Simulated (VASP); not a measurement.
A VASP calculation is set up with these files.

KPOINTS:
```
Automatic mesh
0
Gamma
5 5 5
0 0 0
```

### POSCAR
```
CsI
1
    4.6614000000     0.0000000000     0.0000000000
    0.0000000000     4.6614000000     0.0000000000
    0.0000000000     0.0000000000     4.6614000000
Cs I
1 1
Direct
  0.0000000000   0.0000000000   0.0000000000
  0.5000000000   0.5000000000   0.5000000000
```

INCAR:
```
SYSTEM = CsI
PREC = Accurate
ENCUT = 400
EDIFF = 1E-6
NELM = 100
ALGO = Normal
LREAL = .FALSE.
LASPH = .TRUE.
ISMEAR = 2
SIGMA = 0.2
GGA = PE
LMAXMIX = 4
LWAVE = .FALSE.
LCHARG = .FALSE.
ISIF = 2
```

POTCAR, in this order: Cs_sv I (PBE.64 set). Program: vasp_std.

Task: One choice in this input is risky. Which, and does it do harm here?

Result: The risk: Methfessel-Paxton smearing was used on a material with a gap. Here it does no harm: the run (PBE GGA, plane waves, VASP's PBE PAW potentials (set 64)) converges to the same energy and pressure as with the safe setting.
File OSZICAR:
```
       N       E                     dE             d eps       ncg     rms          rms(c)
DAV:   1     0.855792021620E+02    0.85579E+02   -0.53317E+03   240   0.886E+02
DAV:   2     0.159066810306E+01   -0.83989E+02   -0.80491E+02   380   0.156E+02
DAV:   3    -0.549816494455E+01   -0.70888E+01   -0.70774E+01   292   0.512E+01
DAV:   4    -0.559019828376E+01   -0.92033E-01   -0.91996E-01   292   0.760E+00
DAV:   5    -0.559138608631E+01   -0.11878E-02   -0.11878E-02   304   0.904E-01    0.157E+00
DAV:   6    -0.546190619761E+01    0.12948E+00   -0.17436E-01   268   0.192E+00    0.119E+00
DAV:   7    -0.543440078897E+01    0.27505E-01   -0.14722E-01   272   0.182E+00    0.607E-01
DAV:   8    -0.543813111821E+01   -0.37303E-02   -0.10648E-02   268   0.659E-01    0.719E-02
DAV:   9    -0.543855876519E+01   -0.42765E-03   -0.11896E-03   288   0.217E-01    0.785E-02
DAV:  10    -0.543864336397E+01   -0.84599E-04   -0.11623E-04   284   0.793E-02    0.132E-02
DAV:  11    -0.543864122152E+01    0.21425E-05   -0.29878E-05   284   0.273E-02    0.532E-03
DAV:  12    -0.543864202984E+01   -0.80832E-06   -0.37071E-06   276   0.136E-02
   1 F= -.54386420E+01 E0= -.54402107E+01  d E =0.627460E-02
```

The compound is CsI in the CsCl type structure. The cell was not relaxed at this level.
